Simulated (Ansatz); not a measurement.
Crystal: TiO2.

```xyz
12
Lattice="4.8127 0.0000 0.0000 0.0000 4.8719 0.0000 -0.8629 0.0000 4.9666" Properties=species:S:1:pos:R:3 pbc="T T T"
Ti    1.1513    0.2573    1.0586
Ti    3.2300    2.6932    1.4247
Ti    2.7985    4.6146    3.9080
Ti    0.7198    2.1787    3.5419
O    -0.4276    0.8622    4.2293
O     3.9459    3.2981    3.2206
O     4.3774    4.0097    0.7373
O     0.0039    1.5738    1.7460
O     1.7406    3.6911    2.3183
O     2.6406    1.2552    0.1650
O     2.2092    1.1808    2.6483
O     1.3092    3.6167    4.8016
```

The cell comes from a database or a generator and needn't be the stable form of this composition.

* Program: Ansatz 0.2.0
* Task: single point
* Functional: PBE
* Potentials or basis: Ansatz PAW
* Cutoff: 420 eV (not typed: the program's choice for these potentials)
* k mesh: 6 × 6 × 6
* Occupations: fermi-dirac, width 0.05 eV
* Spin: no spin polarisation

On this cell: pressure 4.1 GPa; largest force 0.122 eV/Å; band gap on the k mesh 2.30 eV, indirect (least direct gap 2.37 eV).

The same run follows on a disturbed copy (atoms moved at random, drawn with an rms of 0.05 Å):

```xyz
12
Lattice="4.8127 0.0000 0.0000 0.0000 4.8719 0.0000 -0.8629 0.0000 4.9666" Properties=species:S:1:pos:R:3 pbc="T T T"
Ti    1.1262    0.2814    1.1149
Ti    3.2542    2.6751    1.4183
Ti    2.8334    4.6414    3.9009
Ti    0.7435    2.1910    3.5759
O    -0.3785    0.9033    4.1896
O     3.9513    3.3472    3.2151
O     4.4452    4.0351    0.7550
O    -0.0049    1.5557    1.8042
O     1.7666    3.7102    2.3466
O     2.6407    1.2937    0.1922
O     2.2527    1.1721    2.6383
O     1.2857    3.5962    4.7519
```

What does the disturbed cell give?

The energy moves by +19.9 meV/atom; pressure 5.3 GPa; largest force 1.651 eV/Å; band gap on the k mesh 2.28 eV, indirect (least direct gap 2.41 eV).

Forces in eV/Å, atoms in the order of the input:
```
Ti   0.737 -0.251 -0.537
Ti  -0.274  0.924  0.186
Ti  -0.215 -0.483  0.029
Ti   0.370  0.303 -0.379
O   -0.713 -0.547  0.842
O    0.262 -0.317  0.116
O   -1.041 -0.561 -0.203
O   -0.027  0.325 -0.594
O   -0.014 -0.169 -0.676
O    0.268 -0.639 -0.112
O   -0.235  0.469  0.301
O    0.880  0.947  1.027
```

Stress tensor (GPa, compression positive):
```
4.12 0.30 0.41
0.30 5.78 0.73
0.41 0.73 6.00
```

A k mesh can miss the band edges.
